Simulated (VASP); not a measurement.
Wanted: the native input for a VASP 6.6.1 run.

- Task: relaxation of cell and atoms
- Functional: PBE
- Potentials or basis: VASP PAW PBE potentials, release 64 (Si)
- Cutoff: 520 eV
- k mesh: 20 × 20 × 18
- Occupations: gaussian, width 0.1 eV
- Spin: no spin polarisation
- Further INCAR settings: ALGO = Normal; EDIFF = 1e-06; IBRION = 2; EDIFFG = -0.01; NSW = 90; ISIF = 3

The structure of Si lies in POSCAR:

```
Si
1.0
    2.5270000000      0.0000000000      0.0000000000
   -1.2635000000      2.1884462000      0.0000000000
    0.0000000000      0.0000000000      2.3730000000
Si
1
Direct
    0.0000000000      0.0000000000      0.0000000000
```

This isn't the form of Si at room conditions, which is diamond.

One way to write it, as run:

INCAR

```
PREC     = Accurate       # precision mode
ENCUT    = 520            # plane-wave cutoff, eV
EDIFF    = 1E-6           # SCF threshold, eV
ISMEAR   = 0              # smearing method
SIGMA    = 0.1            # smearing width, eV
LREAL    = F              # projectors in reciprocal space
LASPH    = T              # aspherical terms in the spheres
NELM     = 120            # most SCF steps
ALGO     = Normal         # electronic algorithm
ISIF     = 3              # what is computed and relaxed
LWAVE    = F              # write WAVECAR
LCHARG   = F              # write CHGCAR
GGA      = PE             # functional
IBRION   = 2              # ionic algorithm
NSW      = 90             # ionic steps
EDIFFG   = -0.01          # ionic threshold
```

KPOINTS

```
Automatic mesh
0
Gamma
  20 20 18
```

Potentials or basis: VASP PAW PBE potentials, release 64 (Si).

Run with:

```bash
$ cat potpaw_PBE.64/Si/POTCAR > POTCAR
$ mpirun -np 1 vasp_std > vasp.out
```

Results of the run:

```json
{"Relaxed volume": "15.09 Å³/atom", "Relaxed cell": "a = 2.655 Å, b = 2.655 Å, c = 2.473 Å, α = 90.00°, β = 90.00°, γ = 120.00°", "Space group after relaxing (to 0.05 Å)": "P6/mmm (No. 191)", "Energy gained by relaxing": "111.2 meV/atom", "Ionic steps": "8", "Pressure after relaxing": "0.0 GPa", "Band gap on the k mesh": "none (metal or under the smearing width)"}
```

Caveat: the volume moved by +15 % from the deposited cell, more than functionals usually miss.

Run time: 33 s on 1 thread of Intel(R) Xeon(R) 6975P-C (Granite Rapids), on a shared host, peak memory 0.14 GiB.
